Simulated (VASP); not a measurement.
Write the native input for VASP 6.6.1 that does the following.

| Quantity | Value |
| --- | --- |
| Task | single point |
| Functional | PBE |
| Potentials or basis | VASP PAW PBE potentials, release 64 (Mo_sv) |
| Cutoff | 520 eV |
| k mesh | 15 × 15 × 1 |
| Occupations | methfessel-paxton, width 0.1 eV |
| Spin | no spin polarisation |
| Dipole correction | yes |
| Further INCAR settings | ALGO = Normal; EDIFF = 1e-06; NBANDS = 28 |

The structure of Mo lies in POSCAR:

```
Mo
1.0
    2.7381852700      0.0000000000      0.0000000000
   -0.9127284200      2.5815858300      0.0000000000
    0.0000000000      0.0000000000     19.4714378100
Mo
3
Direct
    0.5000000000      0.5000000000      0.3851795700
    0.0000000000      0.0000000000      0.5000000000
    0.5000000000      0.5000000000      0.6148204300
```

The slab is cut from a database's or a generator's crystal, which needn't be the stable form of the element.

One way to write it, as run:

INCAR

```
  PREC = Accurate
  ENCUT = 520
  EDIFF = 1E-6
  ISMEAR = 1
  SIGMA = 0.1
  LREAL = F
  LASPH = T
  NELM = 80
  ALGO = Normal
  ISIF = 2
  LWAVE = F
  LCHARG = F
  LDIPOL = T
  IDIPOL = 3
  DIPOL = 0.5 0.5 0.500
  GGA = PE
  NBANDS = 28
  LVHAR = T
  LVACPOTAV = T
  ICORELEVEL = 1
  KPAR = 2
```

KPOINTS

```
regular mesh
0
Gamma
  15 15 1
```

Potentials or basis: VASP PAW PBE potentials, release 64 (Mo_sv).

Command:

```bash
$ cat potpaw_PBE.64/Mo_sv/POTCAR > POTCAR
$ mpirun -np 2 vasp_std > vasp.out
```

Results of the run:

The largest force is 0.611 eV/Å and the band gap on the k mesh is none (metal or under the smearing width). The work function of the upper face is 4.73 eV. The work function of the lower face is 4.73 eV.

Wall time 93 s on 2 MPI ranks on AMD EPYC 9R45 (Zen 5), on a shared host, peak memory 0.31 GiB a rank.
